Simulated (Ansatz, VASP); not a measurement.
# One calculation of SrO, two programs

File INCAR:

```
ALGO = Normal
EDIFF = 1E-7
ENCUT = 520
GGA = PE
ISIF = 2
ISMEAR = -1
LASPH = T
LCHARG = F
LREAL = F
LWAVE = F
NBANDS = 24
NELM = 80
PREC = Accurate
SIGMA = 0.05
```

File KPOINTS:

```
k-points
0
Gamma
  9 9 5
```

Contents of POSCAR:

```
SrO
1.0
    3.4807516534      0.0000000000      0.0000000000
   -1.7403758267      3.0144193562      0.0000000000
    0.0000000000      0.0000000000      6.0903846125
Sr O
2 2
Direct
    0.6666666667      0.3333333333      0.7500000000
    0.3333333333      0.6666666667      0.2500000000
    0.0000000000      0.0000000000      0.5000000000
    0.0000000000      0.0000000000      0.0000000000
```

Contents of input.yaml:

```yaml
crystal:
  lattice:
    - [3.4807516534, 0.0, 0.0]
    - [-1.7403758267, 3.0144193562, 0.0]
    - [0.0, 0.0, 6.0903846125]
  atoms:
    - { symbol: Sr, position: [0.6666666667, 0.3333333333, 0.75] }
    - { symbol: Sr, position: [0.3333333333, 0.6666666667, 0.25] }
    - { symbol: O, position: [0.0, 0.0, 0.5] }
    - { symbol: O, position: [0.0, 0.0, 0.0] }
hamiltonian:
  xc: pbe
  pseudopotentials: { kind: paw }
kpoints:
  mp_grid: { grid: [9, 9, 5] }
scf:
  occupations: { method: fermi_dirac, width: 0.05 }
output:
  forces: true
  stress: true
  eigenvalues: true
```

Change from the starting cell: volume scaled by 0.94.

Alike in both runs: task single point; functional PBE; k mesh 9 × 9 × 5; occupations fermi-dirac, width 0.05 eV; no spin polarisation.

|  | VASP | Ansatz |
| --- | --- | --- |
| version | VASP 6.6.1 | Ansatz 0.2.0 |
| potentials or method | VASP PAW PBE potentials, release 64 (Sr_sv, O) | Ansatz PAW |
| plane-wave cutoff (eV) | 520 | 420 |
| valence electrons in the cell | 32 | 32 |

Ansatz gave:

```
gap on the k mesh at the Fermi level (eV)       : 3.14
least direct gap on the mesh (eV)               : 3.39
pressure (GPa)                                  : 7.6
largest component of the traceless stress (GPa) : 0.50
```

**Question.** Which values does VASP return?

**Answer.** gap on the k mesh at the Fermi level (eV): 3.10; least direct gap on the mesh (eV): 3.36; pressure (GPa): 8.4; largest component of the traceless stress (GPa): 0.50.

Caveats: an odd mesh through Γ misses points on the zone boundary, where band edges often lie (VASP); odd divisions of the mesh miss points on the zone boundary, where band edges often lie, so the gap on the mesh can be too wide (Ansatz); the pressure holds a Pulay correction of +0.4 GPa for the finite cutoff (Ansatz).
